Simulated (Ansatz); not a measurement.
RbCl built on the rocksalt prototype, relaxed with r2SCAN: space group Fm-3m (No. 225), cubic; a = 6.612 Å in the conventional setting, 36.13 Å³ an atom. Around Rb lie 6 Cl at 3.31 Å; around Cl lie 6 Rb at 3.31 Å. One-shot G0W0@PBE in Ansatz on a 4×4×4 mesh (contour deformation, no spin-orbit coupling), from a PBE gap of 4.957 eV over the mesh points (the G0W0 gap is direct on the mesh); the number N of bands summed and the screening cutoff rise together. (Simulation; spin polarisation is off.)

```csv
N,cutoff (eV),1000/N,G0W0 gap (eV)
125,80,8.000,7.436
279,140,3.584,7.612
```

Q: Lay a straight line in 1000/N through these rows.

A: The slope is -0.0399 eV per unit of 1000/N and the intercept 7.755 eV.

Q: Predict the gap at N = 507 (210 eV).

A: 7.755 + (-0.0399) × 1.972 = 7.676 eV; the run gives 7.707 eV, +0.031 eV from the line.

Q: With that run's result added, what limit do the last two rows suggest?

A: Their slope is (7.707 − 7.612)/(1.972 − 3.584) = -0.0589, which meets 1/N = 0 at 7.82 eV, against 7.755 eV from the first line. The slope steepens, so 1/N isn't yet asymptotic and the true limit probably lies higher still; the k mesh isn't extrapolated.
